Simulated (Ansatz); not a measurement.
The system is TiSi2.

```xyz
6
Lattice="1.7651 -6.7593 0.0000 1.7651 6.7593 0.0000 0.0000 0.0000 3.5652" Properties=species:S:1:pos:R:3 pbc="T T T"
Ti    1.7651    5.3653    0.8913
Ti    1.7651   -5.3653    2.6739
Si    1.7651   -3.3839    0.8913
Si    1.7651    3.3839    2.6739
Si    1.7651    0.7875    0.8913
Si    1.7651   -0.7875    2.6739
```

The cell comes from a database or a generator and needn't be the stable form of this composition.

Below is the output of Ansatz 0.2.0 for this cell. Logs are shortened: lines on timing, memory, paths and dates and some standing lists are left out, and cuts for length are marked.

```text
Warning: RAYON_NUM_THREADS=2 ignored (pool sized by the plan → 2); use --threads N
Engine: ansatz 0.2.0, x86_64-unknown-linux-gnu
Pseudopotentials: kind: paw
Pseudopotential: Ti, paw, valence charge 12, recommended cutoff 420 eV (normal), Ti.paw.azcp
Pseudopotential: Si, paw, valence charge 4, recommended cutoff 420 eV (normal), Si.paw.azcp
Functional definition: PBEsol
  exchange = pbesol_x
  correlation = pbesol_c
Crystal: 6 atoms, lattice volume = 85.071 Å³
Basis set: ecut = 420 eV, 1669 PW (Γ), exchange–correlation on 96×96×48 points (8 copies of the dense FFT grid, shifted against one another)
Bands: 26, of which v1, the nominal top of the filled ones, is band 20 counted from 1 (19 counted from 0)
Symmetry: 8 space group operations
Space group: Cmcm (ITA 63), of the structure as read, at distance tolerance 4.4e-5 Å
k-points: 105 of 512
Non-local potential: Ti, projectors of the file, l = 0: 3, l = 1: 2, l = 2: 3, l = 3: 1
Non-local potential: Si, projectors of the file, l = 0: 2, l = 1: 2, l = 2: 2
PAW form: soft (Blöchl's): semilocal exchange-correlation on the pseudo side does not see the compensation charge
PAW frozen core: Ti, regenerated for the run's functional, and the local potential with it (the file was generated under x = pbe(κ = 0.804, μ = 0.2195149727645171), c = pbe(β = 0.06672455060314922))
PAW frozen core: Si, regenerated for the run's functional, and the local potential with it (the file was generated under x = pbe(κ = 0.804, μ = 0.2195149727645171), c = pbe(β = 0.06672455060314922))
PAW one-centre angular grid: Ti, 590 points (default); XC on 64 Gauss nodes
PAW one-centre angular grid: Si, 110 points (default); XC on 64 Gauss nodes
Initial density: superposition of atomic densities (neutral atoms: chi_scale 0, normalization atom), corrected by the library's trained network
Initial wavefunctions: pseudopotential atomic-orbital guess
Functional: x = pbesol(κ = 0.804, μ = 0.12345679012345678), c = pbesol(β = 0.046)
SCF iter   1: F=—  HF=-7437.798529 eV  |F-HF|=—  |Δ(HF+E_count)|=         —  Δρ=5.06e-3  dr2=4.04e-2  ethr=1.77e-3  ⟨swp⟩=6.2  Hψ=13813  notcnv=0
[... 80 lines left out ...]
  E_hartree    = 894.443312
  E_xc         = -421.332759
  E_vxc        = -442.492248  (∫ρ·V_xc dr)
  E_paw        = -4041.689110  (= ΣΔE_a)
  E_vpaw       = -352.631308  (= ΣTr[D̂ρ^β])
  E_aug_tail   = 0.000270  (compensation charges beyond the density's cutoff)
  E_ewald      = -2663.217961
  E_core_change = 0.405011  (= ΣΔE_core)
  E_smearing   = -0.011970  (= −TS)
  E_closure    = 0.000000  (closes the sum)
  Σ components = -7437.808719   (vs F -7437.808719, Δ=0.00e0)
--- Forces (eV/Å), atoms counted from 1 ---
  atom   1  Ti     0.00000000     0.00258588     0.00000000
  atom   2  Ti     0.00000000    -0.00258588     0.00000000
  atom   3  Si     0.00000000     0.00012607     0.00000000
  atom   4  Si     0.00000000    -0.00012607     0.00000000
  atom   5  Si     0.00000000     0.00950163     0.00000000
  atom   6  Si     0.00000000    -0.00950163     0.00000000
  max |Σ_I F_I| component: 1.73e-18 eV/Å
--- Stress (GPa, compression-positive) ---
        0.011002       0.000000       0.000000
        0.000000       0.001615       0.000000
        0.000000       0.000000       0.037224
  P = ⅓ Tr σ = 0.0166 GPa (0.166 kbar)
--- Band table (eV; the first three rows and the last of 105) ---
  k-point 0: bands = ["-43.3194", "-43.3078", "-19.7921", "-19.7522", "-19.7507", "-19.7367", "-19.7188", "-19.6896", "-0.0347", "2.3531", "4.4854", "9.6812", "9.9964", "10.1920", "10.6019", "10.6428", "10.9710", "11.1251", "11.1532", "13.6169", "13.9844", "13.9934", "14.0663", "14.4927", "14.5326", "15.3889"]
  k-point 1: bands = ["-43.3183", "-43.3077", "-19.7901", "-19.7622", "-19.7507", "-19.7364", "-19.7272", "-19.6897", "0.1522", "2.5097", "4.6523", "8.1779", "9.3093", "10.2904", "10.5163", "11.0439", "11.0948", "11.1258", "11.6819", "13.2677", "13.6073", "13.8221", "14.4881", "15.0380", "15.0776", "15.1367"]
  k-point 2: bands = ["-43.3157", "-43.3075", "-19.7915", "-19.7876", "-19.7468", "-19.7398", "-19.7359", "-19.6936", "0.7052", "2.9771", "5.0057", "6.4996", "7.7282", "9.9515", "10.5326", "10.9938", "11.2551", "11.3430", "12.6536", "12.7763", "13.3931", "13.5875", "14.5352", "15.0645", "15.3243", "15.5554"]
  k-point 104: bands = ["-43.3096", "-43.3096", "-19.8204", "-19.8204", "-19.7383", "-19.7383", "-19.7162", "-19.7162", "3.1971", "3.1971", "3.9159", "3.9159", "9.5828", "9.5828", "9.7662", "9.7662", "11.0572", "11.0572", "12.2768", "12.2768", "13.7168", "13.7168", "14.8509", "14.8509", "15.6616", "15.6616"]
--- Relaxed structure (4 steps of the walk, 4 accepted, 1 SCFs on fresh bases) ---
  F+E_penalty+E_count = -7437.80871856 eV   max|allowed force component| = 9.502e-3 eV/Å   (the final SCF, on the basis selected at the relaxed cell)
  cell:  # Å, volume = 83.4483 Å³
    - [1.758541331770893, -6.6735181822451395, 0.0]
    - [1.758541331770893, 6.6735181822451395, 0.0]
    - [0.0, 0.0, 3.5553309114965734]
  atoms:
    - { symbol: Ti, position: [0.10250015721278521, 0.8974998427872147, 0.25] }
    - { symbol: Ti, position: [0.8974998427872147, 0.10250015721278521, 0.75] }
    - { symbol: Si, position: [0.7504502319044053, 0.24954976809559493, 0.25] }
    - { symbol: Si, position: [0.24954976809559493, 0.7504502319044053, 0.75] }
    - { symbol: Si, position: [0.4399713795614739, 0.5600286204385261, 0.25] }
    - { symbol: Si, position: [0.5600286204385261, 0.4399713795614739, 0.75] }
```

Task: What input gives this log?

Result: Relaxation of cell and atoms with PBEsol, no spin polarisation. The files as run (others can give the same):

input.yaml
```yaml
crystal:
  lattice:
    - [1.765105025, -6.759281535, 0.0]
    - [1.765105025, 6.759281535, 0.0]
    - [0.0, 0.0, 3.56517397]
  atoms:
    - { symbol: Ti, position: [0.10311808, 0.89688192, 0.25] }
    - { symbol: Ti, position: [0.89688192, 0.10311808, 0.75] }
    - { symbol: Si, position: [0.75031482, 0.24968518, 0.25] }
    - { symbol: Si, position: [0.24968518, 0.75031482, 0.75] }
    - { symbol: Si, position: [0.44174855, 0.55825145, 0.25] }
    - { symbol: Si, position: [0.55825145, 0.44174855, 0.75] }
hamiltonian:
  xc: pbesol
  pseudopotentials: { kind: paw }
kpoints:
  mp_grid: { grid: [8, 8, 8] }
scf:
  occupations: { method: fermi_dirac, width: 0.05 }
output:
  forces: true
  stress: true
  eigenvalues: true
  write_density: true
  write_potential: true
  elf: true
  volumetric_format: npy
relax:
  f_tol: 0.01
  max_steps: 40
  cell: { stress_tol: 0.05 }
```

Potentials or basis: Ansatz PAW.
Command:
```bash
$ ansatz run input.yaml --threads 2 --pin off --max-ram 5632MiB --backend cpu --events-out ev --progress --plain --runs-dir out
```

Caveat: the plane-wave basis is chosen anew once the cell has moved, so the energies of steps on either side of that aren't comparable; the PAW data sets come from PBE, with cores solved anew for the run's functional, which leaves a small shift of forces and pressure.
